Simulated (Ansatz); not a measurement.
## SrO, space group P6_3mc: the levels without and with spin-orbit coupling, step by step

Computed with Ansatz 0.2.0, Python API.

The cells in order, each with its output:

```python
import ansatz
import numpy as np
```

```python
vectors = np.array([
    [4.275466, 0.0, 0.0],
    [-2.137733, 3.702662, 0.0],
    [0.0, 0.0, 5.155595],
])
crystal = (
    ansatz.Lattice.of(vectors)
    .atom('Sr', (1 / 3, 2 / 3, 0.938128))
    .atom('Sr', (2 / 3, 1 / 3, 0.438128))
    .atom('O', (1 / 3, 2 / 3, 0.436872))
    .atom('O', (2 / 3, 1 / 3, 0.936872))
)
```

```python
crystal.resolved().sites[-1]
```

    Site(symbol='O', position=(0.6666666666666666, 0.3333333333333333, 0.936872), moment=None, axis=None, held=None, saved=None)

```python
job = crystal.calculation()
job = job.functional('PBEsol')
job = job.kpoints(spacing=0.4).occupations('Fixed')
job = job.band_table()
for label, variant in (('scalar-relativistic', job), ('spin-orbit', job.spin(soc=True))):
    report = variant.run().report
    zero = report['band_edges_ev'][0] if report.get('band_edges_ev') else report['fermi_energy_ev']
    near = [round(e - zero, 3) for e in report['eigenvalues_ev'][0] if abs(e - zero) < 2]
    print(label)
    print('  band edges (eV):', [round(e, 3) for e in report.get('band_edges_ev') or []] or 'none reported')
    print('  levels at k =', report['kpoints_frac'][0], 'within 2 eV of the zero:', near)
```

    DeckWarning: basis.ecutwfc = 420 eV, auto-derived from the records' recommended cutoffs: set by Sr (normal level)
    scalar-relativistic
      band edges (eV): [5.819, 8.343]
      levels at k = [0.0, 0.0, 0.0] within 2 eV of the zero: [-1.039, -1.039, -0.871, -0.871, -0.317, 0.0]
    spin-orbit
      band edges (eV): [5.819, 8.343]
      levels at k = [0.0, 0.0, 0.0] within 2 eV of the zero: [-1.048, -1.048, -1.031, -1.031, -0.9, -0.9, -0.844, -0.844, -0.315, -0.315, -0.0, 0.0]

Caveats:
- Within a few hundredths of an angstrom the cell has the higher group P6_3/mmc; the lower one is a small distortion.
- This cell is a computed structure, which may not be the phase found in nature.
- Gaps and levels are Kohn-Sham values on a finite set of k-points.
- Warnings are shown shortened and without file and line.
- With spin-orbit coupling each level holds one electron and, with inversion or at time-reversal points, comes in pairs; a window in energy can cut a split set.
- Hardware and time: 16 s on 1 thread of Arm Neoverse V1 (shared host), peak memory 0.51 GiB.

(Lines on the test bed's own set-up are left out of the output.)
